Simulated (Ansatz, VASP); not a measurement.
## NaF: VASP beside Ansatz

POSCAR

```
NaF
1.0
    0.0000000000      2.2971680881      2.2971680881
    2.2666157525      0.0000000000      2.2971680881
    2.2666157525      2.2971680881      0.0000000000
Na F
1 1
Direct
    0.0000000000      0.0000000000      0.0000000000
    0.5000000000      0.5000000000      0.5000000000
```

File INCAR.step1:

```
SYSTEM = NaF
PREC = Accurate ; ENCUT = 520
ISMEAR = 0 ; SIGMA = 0.01
LREAL = .False. ; LASPH = .True.
NELM = 60 ; NBANDS = 14
GGA = PE ; ALGO = Normal
EDIFF = 1E-4 ; LWAVE = .True.
LCHARG = .False.
```

File INCAR.step2:

```
SYSTEM = NaF
PREC = Accurate ; ENCUT = 520
EDIFF = 1E-7 ; ISMEAR = 0
SIGMA = 0.01 ; LREAL = .False.
LASPH = .True. ; NELM = 60
ALGO = Normal ; ISIF = 2
LWAVE = .False. ; LCHARG = .True.
METAGGA = R2SCAN ; LMIXTAU = .True.
LELF = .True. ; LVHAR = .True.
NBANDS = 14 ; ISTART = 1
```

Contents of KPOINTS:

```
regular mesh
0
Gamma
  10 10 10
  0 0 0
```

Input for Ansatz:

```yaml
crystal:
  lattice:
    - [0.0, 2.2971680881, 2.2971680881]
    - [2.2666157525, 0.0, 2.2971680881]
    - [2.2666157525, 2.2971680881, 0.0]
  atoms:
    - { symbol: Na, position: [0.0, 0.0, 0.0] }
    - { symbol: F, position: [0.5, 0.5, 0.5] }
kpoints:
  mp_grid: { grid: [10, 10, 10] }
  band_path:
    path:
      - [0.0, 0.0, 0.0]
      - [0.5, 0.0, 0.5]
      - [0.625, 0.25, 0.625]
      - [0.375, 0.375, 0.75]
      - [0.5, 0.5, 0.5]
      - [0.5, 0.25, 0.75]
    npoints: 1
hamiltonian:
  xc: r2scan
scf:
  occupations: { method: fixed }
  n_extra_bands: 4
output:
  forces: true
  stress: true
  eigenvalues: true
```

Change from the starting cell: uniaxial_x strain -1.3%.

Alike in both runs: task single point; functional r2SCAN; k mesh 10 × 10 × 10; no spin polarisation.

|  | VASP | Ansatz |
| --- | --- | --- |
| version | VASP 6.6.1 | Ansatz 0.2.0 |
| potentials or method | VASP PAW PBE potentials, release 64 (Na_pv, F) | plane waves, PAW |
| plane-wave cutoff (eV) | 520 | 500 |
| occupations | gaussian, width 0.01 eV | fixed |
| valence electrons in the cell | 14 | 16 |

Ansatz gave:

```
gap on the k mesh at the Fermi level (eV)       : 7.36
pressure (GPa)                                  : 0.8
largest component of the traceless stress (GPa) : 0.95
```

Estimate VASP's values.

gap on the k mesh at the Fermi level (eV): 7.40; pressure (GPa): -0.1; largest component of the traceless stress (GPa): 1.00.

The two sets of potentials don't hold the same shells in valence.

Caveats: the PAW data sets were made with another functional, which shifts forces and pressure a little (VASP). A k mesh can miss the band edges.
